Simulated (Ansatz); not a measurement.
## Ag(111) with 4 layers of random Ag-Ru, 2x2: scattering by chemical disorder

Wanted: resistance against the alloy's length, first Ag(111) with 4 layers of random Ag-Ru, 2x2.

Main program and level: Ansatz 0.2.0; Ansatz plane-wave DFT, PBE, PAW files; ballistic transport by layer matching (Landauer), zero bias; PAW set soft_1.

### Step 1. Starting point

The cell holds 40 atoms: 38 Ag and 2 Ru. Its edges and angles: a = 5.779 Å, b = 5.779 Å, c = 23.651 Å, α = 93.5°, β = 86.5°, γ = 120.0°. It derives from Ag. Regions: lead, 24 atoms (24 Ag); scattering region, 16 atoms (14 Ag and 2 Ru). The structure is stacked along c, and the current runs across the ab planes.

### Step 2. With 4 alloy layers

In 4 layers a share of 0.125 of the sites is given to Ru at random. The layers about the cell's end stay perfect and serve as the lead. Energies from -0.05 to 0.05 eV in steps of 0.05 eV are too few for the program's thermal sum, so it prints no conductance; for a metal the transmission near the Fermi level serves, at a fraction of the cost.

input.yaml

```yaml
crystal:
  lattice:
    - [5.7787594586, 0.0, 0.0]
    - [-2.8893797293, 5.0045524935, 0.0]
    - [1.4446898646, -0.8340920822, 23.5916866996]
  atoms:
    - { symbol: Ag, position: [0.9916666667, 0.0083333333, 0.05] }
    - { symbol: Ag, position: [0.9916666667, 0.5083333333, 0.05] }
    - { symbol: Ag, position: [0.4916666667, 0.0083333333, 0.05] }
    - { symbol: Ag, position: [0.4916666667, 0.5083333333, 0.05] }
    - { symbol: Ag, position: [0.1416666667, 0.3583333333, 0.15] }
    - { symbol: Ag, position: [0.1416666667, 0.8583333333, 0.15] }
    - { symbol: Ag, position: [0.6416666667, 0.3583333333, 0.15] }
    - { symbol: Ag, position: [0.6416666667, 0.8583333333, 0.15] }
    - { symbol: Ag, position: [0.2916666667, 0.2083333333, 0.25] }
    - { symbol: Ag, position: [0.2916666667, 0.7083333333, 0.25] }
    - { symbol: Ag, position: [0.7916666667, 0.2083333333, 0.25] }
    - { symbol: Ag, position: [0.7916666667, 0.7083333333, 0.25] }
    - { symbol: Ag, position: [0.9416666667, 0.0583333333, 0.35] }
    - { symbol: Ag, position: [0.9416666667, 0.5583333333, 0.35] }
    - { symbol: Ag, position: [0.4416666667, 0.0583333333, 0.35] }
    - { symbol: Ag, position: [0.4416666667, 0.5583333333, 0.35] }
    - { symbol: Ag, position: [0.0916666667, 0.4083333333, 0.45] }
    - { symbol: Ag, position: [0.0916666667, 0.9083333333, 0.45] }
    - { symbol: Ag, position: [0.5916666667, 0.4083333333, 0.45] }
    - { symbol: Ag, position: [0.5916666667, 0.9083333333, 0.45] }
    - { symbol: Ag, position: [0.2416666667, 0.2583333333, 0.55] }
    - { symbol: Ag, position: [0.2416666667, 0.7583333333, 0.55] }
    - { symbol: Ag, position: [0.7416666667, 0.2583333333, 0.55] }
    - { symbol: Ag, position: [0.7416666667, 0.7583333333, 0.55] }
    - { symbol: Ru, position: [0.8916666667, 0.1083333333, 0.65] }
    - { symbol: Ag, position: [0.8916666667, 0.6083333333, 0.65] }
    - { symbol: Ag, position: [0.3916666667, 0.1083333333, 0.65] }
    - { symbol: Ru, position: [0.3916666667, 0.6083333333, 0.65] }
    - { symbol: Ag, position: [0.0416666667, 0.4583333333, 0.75] }
    - { symbol: Ag, position: [0.0416666667, 0.9583333333, 0.75] }
    - { symbol: Ag, position: [0.5416666667, 0.4583333333, 0.75] }
    - { symbol: Ag, position: [0.5416666667, 0.9583333333, 0.75] }
    - { symbol: Ag, position: [0.1916666667, 0.3083333333, 0.85] }
    - { symbol: Ag, position: [0.1916666667, 0.8083333333, 0.85] }
    - { symbol: Ag, position: [0.6916666667, 0.3083333333, 0.85] }
    - { symbol: Ag, position: [0.6916666667, 0.8083333333, 0.85] }
    - { symbol: Ag, position: [0.8416666667, 0.1583333333, 0.95] }
    - { symbol: Ag, position: [0.8416666667, 0.6583333333, 0.95] }
    - { symbol: Ag, position: [0.3416666667, 0.1583333333, 0.95] }
    - { symbol: Ag, position: [0.3416666667, 0.6583333333, 0.95] }
kpoints:
  mp_grid: { grid: [4, 4, 1] }
hamiltonian:
  xc: pbe
  pseudopotentials: { kind: paw, azcp: { folder: soft_1 } }
scf:
  occupations: { method: fermi_dirac, width: 0.1 }
output:
  transmission: { leads: [[0, 4]], kmesh: [8, 8], e_range: [-0.05, 0.05], de: 0.05 }
  write_potential: true
  write_density: true
  volumetric_format: npy
```

Run with:

```console
> ansatz run input.yaml --threads 4 --pin off --max-ram 15360MiB --backend cpu --events-out ev --progress --plain --runs-dir out
```

Numbers of over 12 decimals in the logs are rounded to 6 here.

Output:

```text
Engine: ansatz 0.2.0, aarch64-unknown-linux-gnu
Pseudopotentials: kind: paw
Pseudopotential: Ag, paw, valence charge 19, recommended cutoff 420 eV (normal), soft_1/Ag.paw.azcp
Pseudopotential: Ru, paw, valence charge 16, recommended cutoff 420 eV (normal), soft_1/Ru.paw.azcp
Functional definition: PBE
  parameter kappa = 0.804
  parameter beta = 0.066725
  exchange = pbe_x(kappa = kappa, mu = beta*pi^2/3)
  correlation = pbe_c(beta = beta)
Crystal: 40 atoms, lattice volume = 682.274 Å³
Basis set: ecut = 420 eV, 13363 PW (Γ)
Bands: 453, of which v1, the nominal top of the filled ones, is band 377 counted from 1 (376 counted from 0)
Symmetry: 8 space group operations
Space group: P2/m (ITA 10), of the structure as read, at distance tolerance 8.8e-5 Å
k-points: 7 of 16
Non-local potential: Ag, projectors of the file, l = 0: 3, l = 1: 2, l = 2: 2, l = 3: 1
Non-local potential: Ru, projectors of the file, l = 0: 3, l = 1: 2, l = 2: 2, l = 3: 1
PAW form: soft (Blöchl's): semilocal exchange-correlation on the pseudo side does not see the compensation charge
PAW one-centre angular grid: Ag, 590 points (default); XC on 64 Gauss nodes
PAW one-centre angular grid: Ru, 590 points (default); XC on 64 Gauss nodes
Initial density: superposition of atomic densities (chi_scale 0.1, normalization cell, long waves of neutral atoms (reshape's long-wave potential 2.00 eV rms, cloud 2.91 Å wide))
Initial wavefunctions: pseudopotential atomic-orbital guess
Functional: x = pbe(κ = 0.804, μ = 0.219515), c = pbe(β = 0.066725)
SCF iter   1: F=—  HF=-300208.570193 eV  |F-HF|=—  |Δ(HF+E_count)|=         —  Δρ=8.35e-2  dr2=9.20e1  ethr=3.10e-3  ⟨swp⟩=4.0  Hψ=9408  notcnv=0  defer=71
preconditioner: auto → Kerker (q_TF=auto, 2.774 Å⁻¹)  [metal: Δε(μ)=0.030 eV  Ē_g=9.991 eV  σ=0.100 eV  W_gap=0.07  n_scr=260 (ndim 8)  ℏωp=29.6 eV  f_vac=0.000  D(μ)=16.37/eV (n_scr^D=90)]
SCF iter   2: F=—  HF=-300199.691895 eV  |F-HF|=—  |Δ(HF+E_count)|=    8.88e0  Δρ=4.25e-2  dr2=2.71e1  ethr=3.10e-3  ⟨swp⟩=2.7  Hψ=5179  notcnv=0  defer=354
SCF iter   3: F=—  HF=-300196.838338 eV  |F-HF|=—  |Δ(HF+E_count)|=    2.85e0  Δρ=7.75e-3  dr2=5.92e-1  ethr=3.10e-3  ⟨swp⟩=2.0  Hψ=3252  notcnv=0  defer=354
SCF iter   4: F=—  HF=-300196.849860 eV  |F-HF|=—  |Δ(HF+E_count)|=   1.15e-2  Δρ=2.97e-3  dr2=1.46e-1  ethr=7.85e-5  ⟨swp⟩=2.1  Hψ=4508  notcnv=0  defer=354
SCF iter   5: F=—  HF=-300196.863437 eV  |F-HF|=—  |Δ(HF+E_count)|=   1.36e-2  Δρ=7.96e-4  dr2=2.09e-2  ethr=1.93e-5  ⟨swp⟩=1.0  Hψ=2810  notcnv=0  defer=354
SCF iter   6: F=—  HF=-300196.863042 eV  |F-HF|=—  |Δ(HF+E_count)|=   3.95e-4  Δρ=3.61e-4  dr2=8.17e-3  ethr=2.77e-6  ⟨swp⟩=2.0  Hψ=2889  notcnv=0  defer=354
SCF iter   7: F=—  HF=-300196.862885 eV  |F-HF|=—  |Δ(HF+E_count)|=   1.57e-4  Δρ=1.26e-4  dr2=1.08e-3  ethr=1.08e-6  ⟨swp⟩=1.0  Hψ=2810  notcnv=0  defer=354
SCF iter   8: F=—  HF=-300196.862919 eV  |F-HF|=—  |Δ(HF+E_count)|=   3.42e-5  Δρ=4.49e-5  dr2=4.30e-5  ethr=1.43e-7  ⟨swp⟩=1.0  Hψ=2810  notcnv=0  defer=354
SCF iter   9: F=—  HF=-300196.861996 eV  |F-HF|=—  |Δ(HF+E_count)|=   9.23e-4  Δρ=1.96e-5  dr2=1.66e-5  ethr=5.70e-9  ⟨swp⟩=2.0  Hψ=2952  notcnv=0  defer=354
SCF iter  10: F=—  HF=-300196.861996 eV  |F-HF|=—  |Δ(HF+E_count)|=   3.32e-7  Δρ=8.84e-6  dr2=6.81e-7  ethr=2.20e-9  ⟨swp⟩=1.0  Hψ=2810  notcnv=0  defer=354
SCF iter  11: F=—  HF=-300196.861996 eV  |F-HF|=—  |Δ(HF+E_count)|=   7.93e-8  Δρ=2.13e-6  dr2=1.13e-7  ethr=1.33e-11  ⟨swp⟩=9.1  Hψ=12204  notcnv=0
SCF iter  12: F=-300196.861996 eV  HF=-300196.861996 eV  |F-HF|=1.66e-8  |Δ(HF+E_count)|=   3.09e-9  Δρ=5.73e-7  dr2=1.78e-8  ethr=1.33e-11  ⟨swp⟩=2.0  Hψ=5835  notcnv=0
SCF 1 converged in 12 iterations: F = -300196.861996 eV  dr2 = 1.78e-8
  greatest PAW one-centre occupation: 1.001 electrons in one spin orbital (limit 2), on the Ag atom at site 26 (counted from 0), in its partial waves of l = 0
transmission: 72 of 651 steps passed
transmission: 138 of 651 steps passed
[...]
transmission: 651 of 651 steps passed
SCF converged after 12 iterations
Free energy (F): -300196.861996 eV
Harris-Foulkes:  -300196.861996 eV  (|F-HF|=1.66e-8)
Internal energy: -300196.324388 eV  (E = F + TS)
E sigma→0 (E₀):  -300196.593192 eV
Entropy (-TS):   -0.537607 eV (-13.440 meV/atom)
Fermi energy:    17.175603 eV
--- Per-component energies (eV) ---
  E_band       = -9255.181944
  E_kinetic    = 18688.031608
  E_local      = -82703.086437  (includes V_loc(G=0)·N_el)
  E_nonlocal   = 2035.933457
  E_hartree    = 40187.247471
  E_xc         = -6384.588476
  E_vxc        = -8081.122118  (∫ρ·V_xc dr)
  E_paw        = -157304.263970  (= ΣΔE_a)
  E_vpaw       = -19569.451882  (= ΣTr[D̂ρ^β])
  E_aug_tail   = 0.015740  (compensation charges beyond the density's cutoff)
  E_ewald      = -114715.613782
  E_smearing   = -0.537607  (= −TS)
  E_closure    = -0.000000  (closes the sum)
  Σ components = -300196.861996   (vs F -300196.861996, Δ=0.00e0)
--- Band table (eV; the first three rows and the last of 7) ---
  k-point 0: bands = [... 373 lower, 17.4575, 17.4610, 17.6711, 17.7800, 17.7858, 17.8167, 17.8183, 17.9002, ... 72 higher]
  k-point 1: bands = [... 373 lower, 16.8368, 16.9597, 16.9800, 17.0791, 17.2063, 17.3212, 17.3263, 17.3764, ... 72 higher]
  k-point 2: bands = [... 373 lower, 16.7412, 16.8124, 16.8124, 16.9268, 16.9268, 17.2678, 17.2678, 17.7086, ... 72 higher]
  k-point 6: bands = [... 373 lower, 16.7721, 16.8529, 16.8845, 16.9626, 17.2471, 17.4653, 17.5044, 17.6170, ... 72 higher]
--- Transmission ---
  basis      : 253 plane waves across, 31 finite elements along
  points     : 21, standing for a mesh of 8 x 8
  energies   : 3 from -0.050000 to 0.050000 eV about the Fermi level, 0.050000 eV apart; the leads are filled to 0.000000 eV, and channels, transmission and decay are at 0.000000 eV
  crystal 0  : Ag4, at the sites [0, 4], period 2.3592 Å, over 21.23 Å; its Hamiltonian steps by up to 17.8 meV
    offset         : up to 0.0000 Å between an atom of the period and one for which it stands
    channels       : 3.234375e0 a spin
    conductance    : none, the energies end too early or step too widely for 300 K: set another output.transmission.e_range or a lower de, or, where they end at an eighth of basis.ecutwfc, a higher one
  junction   : crystal 0 to crystal 0, 4.02 to 25.25 Å
    transmission   : 1.936134e0 a spin
    conductance    : none, the energies end too early or step too widely for 300 K: set another output.transmission.e_range or a lower de, or, where they end at an eighth of basis.ecutwfc, a higher one
```

The job ended after 4.3 min (4 threads of Arm Neoverse V1, shared host; peak memory 5.4 GiB; 15 min of CPU time).

Reading the cycles: dr2 is the Hartree energy of the density residual (eV), the measure of convergence; HF is the Harris–Foulkes estimate of the energy, which meets the free energy F at convergence.

This step gave:

```yaml
free_energy: -300196.8620 eV
energy_at_zero_smearing: -300196.5932 eV
fermi_energy: 17.18 eV
cell_area: 28.92 Å²
transmission_per_spin_nearest_the_fermi_level: 1.936
open_channels_per_spin_nearest_the_fermi_level: 3.234
step_of_the_lead_s_potential: 17.8 meV
```

Per spin. Transmission, zone mean against energy, zero at the Fermi level:

| energy (eV) | transmission, zone mean |
| --- | --- |
| -0.0500 | 1.92 |
| 0.0000 | 1.94 |
| 0.0500 | 1.97 |

Per spin. Table of open channels, zone mean, lead by energy, zero at the Fermi level:

| energy (eV) | open channels, zone mean, lead |
| --- | --- |
| -0.0500 | 3.33 |
| 0.0000 | 3.23 |
| 0.0500 | 3.23 |

Transmission over k1 and k2. At 0.0000 eV from the Fermi level.

Ten even steps from '0' (1.22) to '9' (2.93):
```
29304351
03935395
30346033
44569654
33306430
05935393
21534039
92034302
```
Columns: k1 (b1) from -0.5 to 0.375; rows upwards: k2 (b2) from -0.5 to 0.375.

Open channels over k1 and k2. At 0.0000 eV from the Fermi level.

Ten even steps from '_' (3.00) to '@' (4.00):
```
__@@____@@______
____@@__@@______
________________
@@@@@@______@@@@
________________
________@@__@@__
________@@____@@
@@______@@______
```
Columns: k1 (b1) from -0.5 to 0.375; rows upwards: k2 (b2) from -0.5 to 0.375.

Over the solved energies the transmission per spin lies between 1.92 and 1.97, out of 3.27 channels of the lead on average (up to 3.33).

### Step 3. With 8 alloy layers

In 8 layers a share of 0.125 of the sites is given to Ru at random. A fresh draw is used; the growth of the resistance with length is what counts.

System of this step: Ag(111) with 8 layers of random Ag-Ru, 2x2. The cell holds 56 atoms: 52 Ag and 4 Ru. Cell: a = 5.779 Å, b = 5.779 Å, c = 33.070 Å, α = 87.5°, β = 92.5°, γ = 120.0°. It derives from Ag. Regions: lead, 24 atoms (24 Ag); scattering region, 32 atoms (28 Ag and 4 Ru). The structure is stacked along c, and the current runs across the ab planes.

input.yaml

```yaml
crystal:
  lattice:
    - [5.7787594586, 0.0, 0.0]
    - [-2.8893797293, 5.0045524935, 0.0]
    - [-1.4446898646, 0.8340920822, 33.0283613795]
  atoms:
    - { symbol: Ag, position: [0.005952381, 0.994047619, 0.0357142857] }
    - { symbol: Ag, position: [0.005952381, 0.494047619, 0.0357142857] }
    - { symbol: Ag, position: [0.505952381, 0.994047619, 0.0357142857] }
    - { symbol: Ag, position: [0.505952381, 0.494047619, 0.0357142857] }
    - { symbol: Ag, position: [0.1845238095, 0.3154761905, 0.1071428571] }
    - { symbol: Ag, position: [0.1845238095, 0.8154761905, 0.1071428571] }
    - { symbol: Ag, position: [0.6845238095, 0.3154761905, 0.1071428571] }
    - { symbol: Ag, position: [0.6845238095, 0.8154761905, 0.1071428571] }
    - { symbol: Ag, position: [0.3630952381, 0.1369047619, 0.1785714286] }
    - { symbol: Ag, position: [0.3630952381, 0.6369047619, 0.1785714286] }
    - { symbol: Ag, position: [0.8630952381, 0.1369047619, 0.1785714286] }
    - { symbol: Ag, position: [0.8630952381, 0.6369047619, 0.1785714286] }
    - { symbol: Ag, position: [0.0416666667, 0.9583333333, 0.25] }
    - { symbol: Ag, position: [0.0416666667, 0.4583333333, 0.25] }
    - { symbol: Ru, position: [0.5416666667, 0.9583333333, 0.25] }
    - { symbol: Ag, position: [0.5416666667, 0.4583333333, 0.25] }
    - { symbol: Ag, position: [0.2202380952, 0.2797619048, 0.3214285714] }
    - { symbol: Ag, position: [0.2202380952, 0.7797619048, 0.3214285714] }
    - { symbol: Ag, position: [0.7202380952, 0.2797619048, 0.3214285714] }
    - { symbol: Ag, position: [0.7202380952, 0.7797619048, 0.3214285714] }
    - { symbol: Ag, position: [0.3988095238, 0.1011904762, 0.3928571429] }
    - { symbol: Ag, position: [0.3988095238, 0.6011904762, 0.3928571429] }
    - { symbol: Ag, position: [0.8988095238, 0.1011904762, 0.3928571429] }
    - { symbol: Ag, position: [0.8988095238, 0.6011904762, 0.3928571429] }
    - { symbol: Ag, position: [0.0773809524, 0.9226190476, 0.4642857143] }
    - { symbol: Ag, position: [0.0773809524, 0.4226190476, 0.4642857143] }
    - { symbol: Ag, position: [0.5773809524, 0.9226190476, 0.4642857143] }
    - { symbol: Ag, position: [0.5773809524, 0.4226190476, 0.4642857143] }
    - { symbol: Ru, position: [0.255952381, 0.244047619, 0.5357142857] }
    - { symbol: Ag, position: [0.255952381, 0.744047619, 0.5357142857] }
    - { symbol: Ag, position: [0.755952381, 0.244047619, 0.5357142857] }
    - { symbol: Ag, position: [0.755952381, 0.744047619, 0.5357142857] }
    - { symbol: Ag, position: [0.4345238095, 0.0654761905, 0.6071428571] }
    - { symbol: Ag, position: [0.4345238095, 0.5654761905, 0.6071428571] }
    - { symbol: Ag, position: [0.9345238095, 0.0654761905, 0.6071428571] }
    - { symbol: Ag, position: [0.9345238095, 0.5654761905, 0.6071428571] }
    - { symbol: Ag, position: [0.1130952381, 0.8869047619, 0.6785714286] }
    - { symbol: Ag, position: [0.1130952381, 0.3869047619, 0.6785714286] }
    - { symbol: Ru, position: [0.6130952381, 0.8869047619, 0.6785714286] }
    - { symbol: Ag, position: [0.6130952381, 0.3869047619, 0.6785714286] }
    - { symbol: Ag, position: [0.2916666667, 0.2083333333, 0.75] }
    - { symbol: Ag, position: [0.2916666667, 0.7083333333, 0.75] }
    - { symbol: Ag, position: [0.7916666667, 0.2083333333, 0.75] }
    - { symbol: Ru, position: [0.7916666667, 0.7083333333, 0.75] }
    - { symbol: Ag, position: [0.4702380952, 0.0297619048, 0.8214285714] }
    - { symbol: Ag, position: [0.4702380952, 0.5297619048, 0.8214285714] }
    - { symbol: Ag, position: [0.9702380952, 0.0297619048, 0.8214285714] }
    - { symbol: Ag, position: [0.9702380952, 0.5297619048, 0.8214285714] }
    - { symbol: Ag, position: [0.1488095238, 0.8511904762, 0.8928571429] }
    - { symbol: Ag, position: [0.1488095238, 0.3511904762, 0.8928571429] }
    - { symbol: Ag, position: [0.6488095238, 0.8511904762, 0.8928571429] }
    - { symbol: Ag, position: [0.6488095238, 0.3511904762, 0.8928571429] }
    - { symbol: Ag, position: [0.3273809524, 0.1726190476, 0.9642857143] }
    - { symbol: Ag, position: [0.3273809524, 0.6726190476, 0.9642857143] }
    - { symbol: Ag, position: [0.8273809524, 0.1726190476, 0.9642857143] }
    - { symbol: Ag, position: [0.8273809524, 0.6726190476, 0.9642857143] }
kpoints:
  mp_grid: { grid: [4, 4, 1] }
hamiltonian:
  xc: pbe
  pseudopotentials: { kind: paw, azcp: { folder: soft_1 } }
scf:
  occupations: { method: fermi_dirac, width: 0.1 }
output:
  transmission: { leads: [[0, 4]], kmesh: [8, 8], e_range: [-0.05, 0.05], de: 0.05 }
  write_potential: true
  write_density: true
  volumetric_format: npy
```

Output:

```text
[...]
Crystal: 56 atoms, lattice volume = 955.184 Å³
Basis set: ecut = 420 eV, 18759 PW (Γ)
Bands: 632, of which v1, the nominal top of the filled ones, is band 526 counted from 1 (525 counted from 0)
Symmetry: 2 space group operations
[...]
k-points: 7 of 16 (time reversal used)
[...]
SCF iter   1: F=—  HF=-418234.451777 eV  |F-HF|=—  |Δ(HF+E_count)|=         —  Δρ=8.27e-2  dr2=9.65e1  ethr=3.10e-3  ⟨swp⟩=4.0  Hψ=13152  notcnv=0  defer=93
[...]
SCF iter  12: F=-418218.473122 eV  HF=-418218.473122 eV  |F-HF|=5.50e-8  |Δ(HF+E_count)|=   3.32e-9  Δρ=9.03e-7  dr2=5.73e-8  ethr=9.51e-12  ⟨swp⟩=8.6  Hψ=16440  notcnv=0
SCF 1 converged in 12 iterations: F = -418218.473122 eV  dr2 = 5.73e-8
[...]
transmission: 99 of 987 steps passed
transmission: 204 of 987 steps passed
[...]
transmission: 987 of 987 steps passed
SCF converged after 12 iterations
Free energy (F): -418218.473122 eV
[...]
Internal energy: -418217.448297 eV  (E = F + TS)
E sigma→0 (E₀):  -418217.960709 eV
Entropy (-TS):   -1.024824 eV (-18.300 meV/atom)
Fermi energy:    17.106071 eV
[...]
--- Band table (eV; the first three rows and the last of 7) ---
  k-point 0: bands = [... 522 lower, 17.1484, 17.3193, 17.4019, 17.5445, 17.6170, 17.6878, 17.6975, 17.8841, ... 102 higher]
  k-point 1: bands = [... 522 lower, 16.9532, 17.0010, 17.0746, 17.1496, 17.1836, 17.2491, 17.2962, 17.3816, ... 102 higher]
  k-point 2: bands = [... 522 lower, 16.7819, 16.7882, 16.9485, 17.0108, 17.0625, 17.1874, 17.3073, 17.3741, ... 102 higher]
  k-point 6: bands = [... 522 lower, 16.7549, 16.8578, 16.8838, 16.9270, 16.9352, 17.1242, 17.2546, 17.3165, ... 102 higher]
--- Transmission ---
  basis      : 253 plane waves across, 47 finite elements along
  points     : 21, standing for a mesh of 8 x 8
[...]
channels       : 3.234375e0 a spin
[...]
junction   : crystal 0 to crystal 0, 0.70 to 31.37 Å
    transmission   : 1.096447e0 a spin
[...]
```

Wall time 9.5 min (4 threads); peak memory 8.1 GiB; 34 min of CPU time.

Numbers from this step:

```
free energy                                   : -418218.4731 eV
energy at zero smearing                       : -418217.9607 eV
Fermi energy                                  : 17.11 eV
transmission per spin nearest the Fermi level : 1.096
step of the lead's potential                  : 32.6 meV
```

Per spin. The transmission, zone mean by energy, zero at the Fermi level:

| energy (eV) | transmission, zone mean |
| --- | --- |
| -0.0500 | 1.04 |
| 0.0000 | 1.10 |
| 0.0500 | 1.21 |

Over the solved energies the transmission per spin lies between 1.04 and 1.21, out of 3.27 channels of the lead on average (up to 3.33). The log calls the step of a lead's potential too much.

[end of part 1 of 2]

[Logs are printed without paths, hosts, clocks, repeated set-up lines and the standing remarks that a program may print on its own settings, such as how far it seeks lower states.]

[Hosts, paths, dates, database ids (printed as entryN), source tags and the programs' standing remarks are cut or masked in the printed files.]
